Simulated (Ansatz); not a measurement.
# BP: what a guessed cell relaxes into, part 2 of 2

Where does this trial cell of BP go when cell and atoms are let free?

Ansatz 0.2.0; DFT PBE, scalar-relativistic, plane waves, PAW.

**4. Relaxation on the finer mesh**

The end of the coarse run is made exact in the group found at a tolerance of 0.06 Å and reduced to its primitive cell.

input.yaml reads:

```yaml
crystal:
  lattice:
    - [2.7331398245, 0.0, 0.0]
    - [0.0, 2.7331398245, 0.0]
    - [0.0, 0.0, 2.7331398245]
  atoms:
    - { symbol: B, position: [0.5, 0.5, 0.5] }
    - { symbol: P, position: [0.0, 0.0, 0.0] }
basis:
  ecutwfc: 420
kpoints:
  mp_grid: { grid: [20, 20, 20] }
hamiltonian:
  xc: pbe
scf:
  occupations: { method: gaussian, width: 0.1 }
output:
  forces: true
  stress: true
  eigenvalues: true
  write_density: true
  write_potential: true
  elf: true
  volumetric_format: npy
relax:
  adjacent_minimum: "off"
  f_tol: 0.01
  max_steps: 80
  cell: { stress_tol: 0.05 }
```

Started as:

```sh
> ansatz run input.yaml --threads 1 --pin off --max-ram 2048MiB --backend cpu --events-out ev --progress --plain --runs-dir out
```

The program printed:

```text
Warning: RAYON_NUM_THREADS=1 ignored (pool sized by the plan → 1); use --threads N
Engine: ansatz 0.2.0, x86_64-unknown-linux-gnu
Pseudopotentials: kind: paw
Pseudopotential: B, paw, valence charge 3, recommended cutoff 420 eV (normal), B.paw.azcp
Pseudopotential: P, paw, valence charge 5, recommended cutoff 420 eV (normal), P.paw.azcp
Functional definition: PBE
  parameter kappa = 0.804
  parameter beta = 0.06672455060314922
  exchange = pbe_x(kappa = kappa, mu = beta*pi^2/3)
  correlation = pbe_c(beta = beta)
Crystal: 2 atoms, lattice volume = 20.417 Å³
Basis set: ecut = 420 eV, 389 PW (Γ), exchange–correlation on 40×40×40 points (8 copies of the dense FFT grid, shifted against one another)
Bands: 8, of which v1, the nominal top of the filled ones, is band 4 counted from 1 (3 counted from 0)
Symmetry: 48 space group operations
Space group: Pm-3m (ITA 221), of the structure as read, at distance tolerance 2.7e-5 Å
k-points: 286 of 8000
Non-local potential: B, projectors of the file, l = 0: 2, l = 1: 2, l = 2: 1
Non-local potential: P, projectors of the file, l = 0: 2, l = 1: 2, l = 2: 2
PAW form: soft (Blöchl's): semilocal exchange-correlation on the pseudo side does not see the compensation charge
PAW one-centre angular grid: B, 110 points (default); XC on 64 Gauss nodes
PAW one-centre angular grid: P, 110 points (default); XC on 64 Gauss nodes
Initial density: superposition of atomic densities (neutral atoms: chi_scale 0, normalization atom), corrected by the library's trained network
Initial wavefunctions: pseudopotential atomic-orbital guess
Functional: x = pbe(κ = 0.804, μ = 0.2195149727645171), c = pbe(β = 0.06672455060314922)
SCF iter   1: F=—  HF=-908.762837 eV  |F-HF|=—  |Δ(HF+E_count)|=         —  Δρ=1.92e-3  dr2=5.50e-4  ethr=1.77e-3  ⟨swp⟩=5.7  Hψ=41126  notcnv=0  defer=74
automatic band count: the SCF goes on with 12 bands, as 8 were too few: the levels above may hold too much charge
preconditioner: auto → none  [metal: Δε(μ)=0.015 eV  Ē_g=16.319 eV  σ=0.100 eV  W_gap=0.09  n_scr=6 (ndim 8)  ℏωp=23.2 eV  f_vac=0.000  D(μ)=1.02/eV (n_scr^D=6)  sad-step TF]
SCF iter   2: F=—  HF=-908.762702 eV  |F-HF|=—  |Δ(HF+E_count)|=   1.35e-4  Δρ=1.14e-3  dr2=1.95e-4  ethr=6.87e-6  ⟨swp⟩=1.6  Hψ=5996  notcnv=0  defer=137
SCF iter   3: F=—  HF=-908.762709 eV  |F-HF|=—  |Δ(HF+E_count)|=   7.39e-6  Δρ=2.09e-4  dr2=1.33e-5  ethr=2.43e-6  ⟨swp⟩=1.0  Hψ=2633  notcnv=0  defer=137
SCF iter   4: F=—  HF=-908.762711 eV  |F-HF|=—  |Δ(HF+E_count)|=   1.51e-6  Δρ=6.56e-5  dr2=1.02e-6  ethr=1.66e-7  ⟨swp⟩=1.1  Hψ=2651  notcnv=0  defer=137
iter 5 did not close the SCF: its close was put off for the readings that it lacked (scf_convergence_deferred on its scf_iter line)
SCF iter   5: F=-908.762710 eV  HF=-908.762710 eV  |F-HF|=1.76e-8  |Δ(HF+E_count)|=   1.40e-7  Δρ=8.47e-6  dr2=2.17e-8  ethr=1.27e-8  ⟨swp⟩=2.1  Hψ=3559  notcnv=0  defer=137
SCF iter   6: F=-908.762710 eV  HF=-908.762710 eV  |F-HF|=8.84e-10  |Δ(HF+E_count)|=   6.57e-9  Δρ=1.90e-6  dr2=1.07e-9  ethr=2.71e-10  ⟨swp⟩=8.6  Hψ=18505  notcnv=0
SCF 1 converged in 6 iterations: F = -908.762710 eV  dr2 = 1.07e-9
relax step   1: F+E_penalty+E_count = -908.76271042 eV  Δ(F+E_penalty+E_count) = +0.000e0 eV  max|allowed force component| = 9.433e-30 eV/Å  Δτ_max = 0.0000 Å  P = -2.282 GPa  Ω = 20.417 Å³  (6 SCF iters, dr2 threshold 1.00e-7 eV, accepted)
Crystal: 2 atoms, lattice volume = 20.206 Å³
Bands: 12, of which v1, the nominal top of the filled ones, is band 4 counted from 1 (3 counted from 0)
Initial density: handed on by an earlier stage of this run
Initial wavefunctions: those handed on with the density
iter 1 solved again at ethr=1.85e-6 eV; its pass at ethr=3.10e-3 eV (dr2=1.48e-4 eV) is discarded
SCF iter   1: F=—  HF=-908.765081 eV  |F-HF|=—  |Δ(HF+E_count)|=         —  Δρ=7.00e-4  dr2=1.47e-4  ethr=1.85e-6  ⟨swp⟩=2.2  Hψ=21949  notcnv=0
preconditioner: auto → none  [metal: Δε(μ)=0.005 eV  Ē_g=16.423 eV  σ=0.100 eV  W_gap=0.03  n_scr=6 (ndim 8)  ℏωp=23.4 eV  f_vac=0.000  D(μ)=1.05/eV (n_scr^D=6)]
SCF iter   2: F=—  HF=-908.765048 eV  |F-HF|=—  |Δ(HF+E_count)|=   3.29e-5  Δρ=3.02e-4  dr2=2.62e-5  ethr=1.83e-6  ⟨swp⟩=1.0  Hψ=3432  notcnv=0
iter 3 did not close the SCF: its close was put off for the readings that it lacked (scf_convergence_deferred on its scf_iter line)
SCF iter   3: F=-908.765040 eV  HF=-908.765040 eV  |F-HF|=1.01e-8  |Δ(HF+E_count)|=   8.67e-6  Δρ=2.02e-5  dr2=3.22e-8  ethr=3.27e-7  ⟨swp⟩=1.0  Hψ=3436  notcnv=0
iter 4 did not close the SCF: its close was put off for the readings that it lacked (scf_convergence_deferred on its scf_iter line)
SCF iter   4: F=-908.765040 eV  HF=-908.765040 eV  |F-HF|=1.50e-10  |Δ(HF+E_count)|=   7.20e-9  Δρ=1.27e-6  dr2=7.31e-11  ethr=4.02e-10  ⟨swp⟩=2.5  Hψ=4485  notcnv=0
iter 5 did not close the SCF: its close was put off for the readings that it lacked (scf_convergence_deferred on its scf_iter line)
SCF iter   5: F=-908.765040 eV  HF=-908.765040 eV  |F-HF|=3.41e-13  |Δ(HF+E_count)|=  1.52e-10  Δρ=1.49e-7  dr2=2.56e-12  ethr=1.00e-12  ⟨swp⟩=2.4  Hψ=4603  notcnv=0
SCF iter   6: F=-908.765040 eV  HF=-908.765040 eV  |F-HF|=0.00e0  |Δ(HF+E_count)|=  1.14e-12  Δρ=9.77e-9  dr2=4.10e-15  ethr=1.00e-12  ⟨swp⟩=3.1  Hψ=10811  notcnv=0
SCF 2 converged in 6 iterations: F = -908.765040 eV  dr2 = 4.10e-15
relax step   2: F+E_penalty+E_count = -908.76503975 eV  Δ(F+E_penalty+E_count) = -2.329e-3 eV  max|allowed force component| = 4.109e-32 eV/Å  Δτ_max = 0.0000 Å  P = -0.996 GPa  Ω = 20.206 Å³  energy of the carried Pulay correction = +1.657e-4 eV  (6 SCF iters, dr2 threshold 2.00e-7 eV, accepted)
Crystal: 2 atoms, lattice volume = 20.046 Å³
iter 1 solved again at ethr=1.10e-6 eV; its pass at ethr=3.10e-3 eV (dr2=8.80e-5 eV) is discarded
SCF iter   1: F=—  HF=-908.765678 eV  |F-HF|=—  |Δ(HF+E_count)|=         —  Δρ=5.44e-4  dr2=8.72e-5  ethr=1.10e-6  ⟨swp⟩=1.8  Hψ=21511  notcnv=0
preconditioner: auto → none  [metal: Δε(μ)=0.013 eV  Ē_g=16.504 eV  σ=0.100 eV  W_gap=0.07  n_scr=6 (ndim 8)  ℏωp=23.5 eV  f_vac=0.000  D(μ)=1.05/eV (n_scr^D=6)]
SCF iter   2: F=—  HF=-908.765661 eV  |F-HF|=—  |Δ(HF+E_count)|=   1.69e-5  Δρ=2.33e-4  dr2=1.55e-5  ethr=1.09e-6  ⟨swp⟩=1.0  Hψ=3432  notcnv=0
iter 3 did not close the SCF: its close was put off for the readings that it lacked (scf_convergence_deferred on its scf_iter line)
SCF iter   3: F=-908.765656 eV  HF=-908.765656 eV  |F-HF|=5.60e-9  |Δ(HF+E_count)|=   5.15e-6  Δρ=1.57e-5  dr2=1.92e-8  ethr=1.93e-7  ⟨swp⟩=1.0  Hψ=3438  notcnv=0
iter 4 did not close the SCF: its close was put off for the readings that it lacked (scf_convergence_deferred on its scf_iter line)
SCF iter   4: F=-908.765656 eV  HF=-908.765656 eV  |F-HF|=8.53e-11  |Δ(HF+E_count)|=   3.75e-9  Δρ=9.75e-7  dr2=4.31e-11  ethr=2.40e-10  ⟨swp⟩=2.5  Hψ=4470  notcnv=0
iter 5 did not close the SCF: its close was put off for the readings that it lacked (scf_convergence_deferred on its scf_iter line)
SCF iter   5: F=-908.765656 eV  HF=-908.765656 eV  |F-HF|=2.27e-13  |Δ(HF+E_count)|=  8.72e-11  Δρ=1.17e-7  dr2=1.57e-12  ethr=1.00e-12  ⟨swp⟩=2.4  Hψ=4609  notcnv=0
SCF iter   6: F=-908.765656 eV  HF=-908.765656 eV  |F-HF|=0.00e0  |Δ(HF+E_count)|=  1.02e-12  Δρ=7.73e-9  dr2=2.68e-15  ethr=1.00e-12  ⟨swp⟩=3.1  Hψ=10802  notcnv=0
SCF 3 converged in 6 iterations: F = -908.765656 eV  dr2 = 2.68e-15
relax step   3: F+E_penalty+E_count = -908.76565588 eV  Δ(F+E_penalty+E_count) = -6.161e-4 eV  max|allowed force component| = 6.245e-31 eV/Å  Δτ_max = 0.0000 Å  P = +0.024 GPa  Ω = 20.046 Å³  energy of the carried Pulay correction = +2.927e-4 eV  (6 SCF iters, dr2 threshold 2.00e-7 eV, accepted)
Initial wavefunctions: pseudopotential atomic-orbital guess (no wavefunctions were taken with the density)
iter 1 solved again at ethr=6.05e-8 eV; its pass at ethr=3.10e-3 eV (dr2=4.84e-6 eV) is discarded
SCF iter   1: F=—  HF=-908.765373 eV  |F-HF|=—  |Δ(HF+E_count)|=         —  Δρ=2.91e-5  dr2=1.82e-8  ethr=6.05e-8  ⟨swp⟩=3.3  Hψ=31606  notcnv=0
preconditioner: auto → none  [metal: Δε(μ)=0.014 eV  Ē_g=16.505 eV  σ=0.100 eV  W_gap=0.08  n_scr=6 (ndim 8)  ℏωp=23.5 eV  f_vac=0.000  D(μ)=1.05/eV (n_scr^D=6)]
SCF iter   2: F=—  HF=-908.765379 eV  |F-HF|=—  |Δ(HF+E_count)|=   6.12e-6  Δρ=1.48e-5  dr2=4.31e-9  ethr=2.28e-10  ⟨swp⟩=2.2  Hψ=4458  notcnv=0
SCF iter   3: F=—  HF=-908.765379 eV  |F-HF|=—  |Δ(HF+E_count)|=   3.37e-8  Δρ=9.77e-7  dr2=7.55e-11  ethr=5.39e-11  ⟨swp⟩=2.0  Hψ=4549  notcnv=0
iter 4 did not close the SCF: its close was put off for the readings that it lacked (scf_convergence_deferred on its scf_iter line)
SCF iter   4: F=-908.765379 eV  HF=-908.765379 eV  |F-HF|=3.41e-13  |Δ(HF+E_count)|=  7.74e-11  Δρ=3.91e-8  dr2=2.47e-13  ethr=1.00e-12  ⟨swp⟩=2.0  Hψ=4341  notcnv=0
iter 5 did not close the SCF: its close was put off for the readings that it lacked (scf_convergence_deferred on its scf_iter line)
SCF iter   5: F=-908.765379 eV  HF=-908.765379 eV  |F-HF|=4.55e-13  |Δ(HF+E_count)|=  1.14e-13  Δρ=9.31e-9  dr2=5.62e-15  ethr=1.00e-12  ⟨swp⟩=1.0  Hψ=3432  notcnv=0
iter 6 did not close the SCF: its close was put off for the readings that it lacked (scf_convergence_deferred on its scf_iter line)
SCF iter   6: F=-908.765379 eV  HF=-908.765379 eV  |F-HF|=4.55e-13  |Δ(HF+E_count)|=    0.00e0  Δρ=8.50e-10  dr2=1.79e-16  ethr=1.00e-12  ⟨swp⟩=1.0  Hψ=3434  notcnv=0
iter 7 did not close the SCF: its close was put off for the readings that it lacked (scf_convergence_deferred on its scf_iter line)
SCF iter   7: F=-908.765379 eV  HF=-908.765379 eV  |F-HF|=0.00e0  |Δ(HF+E_count)|=  6.82e-13  Δρ=6.15e-11  dr2=2.57e-19  ethr=1.00e-12  ⟨swp⟩=1.0  Hψ=3433  notcnv=0
SCF iter   8: F=-908.765379 eV  HF=-908.765379 eV  |F-HF|=1.14e-13  |Δ(HF+E_count)|=  3.41e-13  Δρ=9.91e-12  dr2=1.44e-20  ethr=1.00e-12  ⟨swp⟩=1.2  Hψ=8609  notcnv=0
SCF 4 converged in 8 iterations: F = -908.765379 eV  dr2 = 1.44e-20
relax step   4: F+E_penalty+E_count = -908.76537914 eV  Δ(F+E_penalty+E_count) = +2.767e-4 eV  max|allowed force component| = 1.643e-30 eV/Å  Δτ_max = 0.0000 Å  P = +0.005 GPa  Ω = 20.046 Å³  stress off target by 4.63e-3 GPa  SCF on the basis re-selected at this cell (its energy is not comparable with the rows above)  (8 SCF iters)
basis re-selected at this cell: Δ(F+E_penalty+E_count) = +2.767e-4 eV, ΔP = -0.020 GPa vs the last step (what re-selecting the basis moved, of the pressure what is left beyond the Pulay correction that the steps carried, after the strain that the cell walked since its last selection, with what the two solves' SCF thresholds leave and, on support functions, any second-order correction that the steps lacked; it is no measure of the basis error at this ecutwfc). This SCF's stress stands 4.63e-3 GPa from its target on what of the cell is left free (relax.cell.stress_tol is 5.00e-2 GPa) and its largest allowed force component is 1.64e-30 eV/Å (relax.f_tol is 1.00e-2 eV/Å): within both
SCF converged after 8 iterations
Free energy (F): -908.765379 eV
Harris-Foulkes:  -908.765379 eV  (|F-HF|=1.14e-13)
Internal energy: -908.760111 eV  (E = F + TS)
E sigma→0 (E₀):  -908.762745 eV
Entropy (-TS):   -0.005269 eV (-2.634 meV/atom)
Fermi energy:    12.224176 eV
--- Per-component energies (eV) ---
  E_band       = 45.158611
  E_kinetic    = 115.021592
  E_local      = -12.026148  (includes V_loc(G=0)·N_el)
  E_nonlocal   = 46.231776
  E_hartree    = 2.273098
  E_xc         = -93.371288
  E_vxc        = -98.823744  (∫ρ·V_xc dr)
  E_paw        = -647.443643  (= ΣΔE_a)
  E_vpaw       = -9.791063  (= ΣTr[D̂ρ^β])
  E_aug_tail   = 0.000002  (compensation charges beyond the density's cutoff)
  E_ewald      = -319.445500
  E_smearing   = -0.005269  (= −TS)
  E_closure    = 0.000000  (closes the sum)
  Σ components = -908.765379   (vs F -908.765379, Δ=0.00e0)
--- Forces (eV/Å), atoms counted from 1 ---
  atom   1  B      0.00000000    -0.00000000    -0.00000000
  atom   2  P     -0.00000000     0.00000000     0.00000000
  max |Σ_I F_I| component: 1.18e-30 eV/Å
--- Stress (GPa, compression-positive) ---
        0.004634      -0.000000       0.000000
       -0.000000       0.004634       0.000000
        0.000000       0.000000       0.004634
  P = ⅓ Tr σ = 0.0046 GPa (0.046 kbar)
--- Band table (eV; the first three rows and the last of 286) ---
  k-point 0: bands = ["-4.9277", "11.1393", "11.1393", "11.1393", "14.3988", "16.5821", "16.5821", "23.0809", "23.0809", "23.0809", "29.7706", "29.7706"]
  k-point 1: bands = ["-4.8823", "10.6018", "11.1827", "11.1827", "14.5798", "16.6267", "17.0326", "22.9228", "22.9228", "22.9897", "29.7724", "29.7724"]
  k-point 2: bands = ["-4.7462", "9.4442", "11.3128", "11.3128", "14.8392", "16.7601", "18.2061", "22.4722", "22.4722", "22.7367", "29.7939", "29.7939"]
  k-point 285: bands = ["6.5865", "8.4681", "8.4681", "8.4681", "9.1498", "9.1498", "9.1498", "10.6592", "32.7520", "32.7520", "32.7520", "36.3995"]
--- Relaxed structure (3 steps of the walk, 3 accepted, 1 SCFs on fresh bases) ---
  F+E_penalty+E_count = -908.76537914 eV   max|allowed force component| = 1.643e-30 eV/Å   (the final SCF, on the basis selected at the relaxed cell)
  cell:  # Å, volume = 20.0456 Å³
    - [2.716479741562337, 4.012354050806741e-36, -6.419766481290786e-35]
    - [4.012354050806741e-36, 2.716479741562337, -1.6049416203226965e-35]
    - [-6.419766481290786e-35, -1.6049416203226965e-35, 2.716479741562337]
  atoms:
    - { symbol: B, position: [0.5000000000000001, 0.5000000000000001, 0.5000000000000001] }
    - { symbol: P, position: [-5.725349525795506e-35, -5.8721533597955863e-36, -2.9360766798987945e-36] }
```

It took 20 s on 1 thread of Intel Xeon Platinum 8259CL at 2.50GHz (Skylake/Cascade Lake), shared host; peak memory 0.43 GiB.

Step by step:

| step | E - E(step 1) (eV/cell) | largest force component (eV/Å) | pressure (GPa) | volume (Å³) |
| --- | --- | --- | --- | --- |
| 1 | 0.0000 | 0.0000 | -2.28 | 20.42 |
| 2 | -0.0023 | 0.0000 | -1.00 | 20.21 |
| 3 | -0.0029 | 0.0000 | 0.02 | 20.05 |
| 4 | -0.0027 | 0.0000 | 0.00 | 20.05 |

Step 1 is the start. Step 4 repeats the geometry before it on a plane-wave basis chosen anew for that cell, so its energy need not be comparable with the rows above.

|  | before | after | change |
| --- | --- | --- | --- |
| a (Å) | 2.733 | 2.716 | -0.6 % |
| b (Å) | 2.733 | 2.716 | -0.6 % |
| c (Å) | 2.733 | 2.716 | -0.6 % |
| volume (Å³/atom) | 10.21 | 10.02 | -1.8 % |
| shortest distance (Å) | 2.367 | 2.353 | -0.6 % |
| space group (0.01 Å) | Pm-3m | Pm-3m | same |

The run keeps the 48 symmetry operations of the start, so it could not have lowered the symmetry.

Density in a lattice plane of the grid's cell (edges 2.72 and 2.72 Å, at 0.500 of the third edge), which holds B.

Ten even steps from ' ' (0.21 e/Å³) to '@' (0.59 e/Å³):
```
..............                      ............
................................................
............::::::::::::::::::::::::::..........
........::::----======++++++======----::::......
  ......::--====++**##########**++====--::......
    ....::--++**##%%@@@@@@@@@@%%##**++--::....  
    ....--==**##@@@@@@@@@@@@@@@@@@##**==--....  
    ..::--++**%%@@@@%%##**##%%@@@@%%**++--::..  
      ::--++##@@@@@@**++--++**@@@@@@##++--::    
      ::--++##@@@@%%++--..--++%%@@@@##++--::    
      ::--++##@@@@@@**++--++**@@@@@@##++--::    
    ..::--++**%%@@@@%%##**##%%@@@@%%**++--::..  
    ....--==**##@@@@@@@@@@@@@@@@@@##**==--....  
    ....::--++**##%%@@@@@@@@@@%%##**++--::....  
  ......::--====++**##########**++====--::......
........::::----======++++++======----::::......
............::::::::::::::::::::::::::..........
................................................
..............                      ............
::..........                          ..........
```
Columns run along the first of these edges and rows up along the second, over one cell in 24 and 20 even steps from the bottom left corner. Atoms in the plane (fractional): B at (0.50, 0.50).

ELF in the same plane.

Ten even steps from '0' (0.02) to '9' (0.65):
```
333333333333333333333333
333344444444444444444333
333444556666666665544433
333455678888888887655433
334457899998889999875443
334568999987778999986543
234568999754345799986543
234578997531113579987543
233578885310001358887533
233578874200000247887533
233578885310001358887533
234578997531113579987543
234568999754345799986543
334568999987778999986543
334457899998889999875443
333455678888888887655433
333444556666666665544433
333344444444444444444333
333333333333333333333333
333333332222222223333333
```
Columns run along the first of these edges and rows up along the second, over one cell in 24 and 20 even steps from the bottom left corner. Atoms in the plane (fractional): B at (0.50, 0.50).

Both are smooth fields of the valence electrons: close to the nuclei they are not physical.

The highest ELF values outside the cores: 0.78 on the P–B line, 0.8 Å from P; 0.69 on the B–P line, 0.8 Å from B.

**5. Changed: basis.precision f64, xc lda, eigensolver.kind davidson, ecutwfc left out**

input.yaml reads:

```yaml
crystal:
  lattice:
    - [2.7164797416, 0.0, 0.0]
    - [0.0, 2.7164797416, 0.0]
    - [0.0, 0.0, 2.7164797416]
  atoms:
    - { symbol: B, position: [0.5, 0.5, 0.5] }
    - { symbol: P, position: [0.0, 0.0, 0.0] }
basis:
  precision: f64
kpoints:
  mp_grid: { grid: [20, 20, 20] }
hamiltonian:
  xc: lda
scf:
  occupations: { method: gaussian, width: 0.1 }
  eigensolver: { kind: davidson }
output:
  forces: true
  eigenvalues: true
  stress: true
```

Started as:

```sh
> ansatz run input.yaml --threads 1 --pin off --max-ram 2048MiB --backend cpu --events-out ev --progress --plain --runs-dir out
```

The program printed, shortened:

```text
Warning: RAYON_NUM_THREADS=1 ignored (pool sized by the plan → 1); use --threads N
[...]
[... 3 set-up lines as earlier in the session ...]
Functional definition: SPW92
[...]
Crystal: 2 atoms, lattice volume = 20.046 Å³
Basis set: ecut = 420 eV, 389 PW (Γ)
Bands: 8, of which v1, the nominal top of the filled ones, is band 4 counted from 1 (3 counted from 0)
[... 2 set-up lines as earlier in the session ...]
k-points: 286 of 8000
[...]
SCF iter   1: F=—  HF=-873.001532 eV  |F-HF|=—  |Δ(HF+E_count)|=         —  Δρ=5.78e-3  dr2=7.27e-3  ethr=1.77e-3  ⟨swp⟩=6.0  Hψ=26015  notcnv=0
[...]
SCF iter   6: F=-872.998586 eV  HF=-872.998586 eV  |F-HF|=3.41e-13  |Δ(HF+E_count)|=  2.65e-11  Δρ=1.08e-7  dr2=1.34e-12  ethr=8.42e-12  ⟨swp⟩=3.0  Hψ=5276  notcnv=0
the search or the solves at the SCF's close seem to have found levels that the self-consistency loop had missed (the run counts 1). By its estimate they hold under 1e-12 electrons; where the run keeps them, the occupations were computed again with them
[...]
SCF converged after 6 iterations
Free energy (F): -872.998586 eV
[...]
E sigma→0 (E₀):  -872.996013 eV
Entropy (-TS):   -0.005145 eV (-2.573 meV/atom)
Fermi energy:    12.026148 eV
[...]
--- Forces (eV/Å), atoms counted from 1 ---
  atom   1  B      0.00000000    -0.00000000     0.00000000
  atom   2  P     -0.00000000     0.00000000     0.00000000
[...]
--- Stress (GPa, compression-positive) ---
       -5.530807       0.000000       0.000000
       -0.000000      -5.530807       0.000000
        0.000000       0.000000      -5.530807
  P = ⅓ Tr σ = -5.5308 GPa (-55.308 kbar)
--- Band table (eV; the first three rows and the last of 286) ---
  k-point 0: bands = ["-5.0422", "10.9267", "10.9267", "10.9267", "14.2281", "16.4340", "16.4340", "22.6922", "22.6922", "22.6922", "29.5322", "29.5322"]
[...]
```

Run time: 5.6 s. Hardware: 1 thread of Intel Xeon Platinum 8259CL at 2.50GHz (Skylake/Cascade Lake), shared host; peak memory 0.37 GiB.

| run | ending | energy change | pressure (GPa) | gap (eV) | force (eV/Å) | cycles | time |
| --- | --- | --- | --- | --- | --- | --- | --- |
| step 4 | converged | - | 0.0 | 0.00 | 0.00 | - | 20 s |
| variant | converged | not comparable | -5.5 | 0.00 | 0.00 | 6 | 5.6 s |

After a change of functional the difference of the totals has no physical meaning; the pressure goes from 0.0 to -5.5 GPa. At this fixed cell a lower pressure means that this functional prefers a smaller volume than the reference.

**6. Outcome**

This closing draws on all 2 parts. Changes of volume or cell count from the first structure of part 1.

| quantity | value |
| --- | --- |
| symmetry at the end (tolerance 0.05 Å) | space group Pm-3m (No. 221) |
| conventional cell | a = 2.716 Å, b = 2.716 Å, c = 2.716 Å, α = 90.00°, β = 90.00°, γ = 90.00° |
| volume | 10.02 Å³/atom |
| energy over the elements, black P | +1.41 eV/atom |
| gap on the mesh | none (metal) |

What this shows: The space group Pm-3m (No. 221) is kept, and the volume per atom shrinks by 22.2 % from the first guess. With a positive formation energy it can't be a ground state. No finished test with a distortion of lower symmetry is shown, so the end may be a saddle point.
